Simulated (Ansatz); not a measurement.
# Ge: the cost of one run

Computed with Ansatz 0.2.0 (DFT PBEsol, scalar-relativistic, plane waves, PAW, unless a step's input says otherwise).

1 further run of the same task is left out (set aside as unsound or not needed).

**1. The system as given**

Symmetry: Cmmm, No. 65, orthorhombic system. Conventional cell: a = 2.794 Å, b = 5.201 Å, c = 2.698 Å, α = 90.00°, β = 90.00°, γ = 90.00°. Ge (site symmetry mmm) has 8 Ge at 2.70 to 2.95 Å as nearest neighbours.

Coordinates:

```xyz
1
Lattice="1.3971 -2.6005 0.0000 1.3971 2.6005 0.0000 0.0000 0.0000 2.6982" Properties=species:S:1:pos:R:3 pbc="T T T"
Ge    1.3971    0.0000    0.0000
```

Source of the structure: the Materials Project (structure only).

**2. A first look at the start**

Contents of input.yaml:

```yaml
crystal:
  lattice:
    - [1.397149, -2.600516, 0.0]
    - [1.397149, 2.600516, 0.0]
    - [0.0, 0.0, 2.698231]
  atoms:
    - { symbol: Ge, position: [0.5, 0.5, 0.0] }
basis:
  ecutwfc: 420
kpoints:
  mp_grid: { grid: [8, 8, 6] }
hamiltonian:
  xc: pbesol
scf:
  occupations: { method: gaussian, width: 0.1 }
output:
  forces: true
  stress: true
  eigenvalues: true
```

Run with:

```
ansatz run input.yaml --threads 1 --pin off --max-ram 1228MiB --backend cpu --events-out ev --progress --plain --runs-dir out
```

Q: Estimate wall time and peak memory on 1 thread of an Arm CPU, shared host.

About 1.1 s, with a peak of 0.33 GiB.
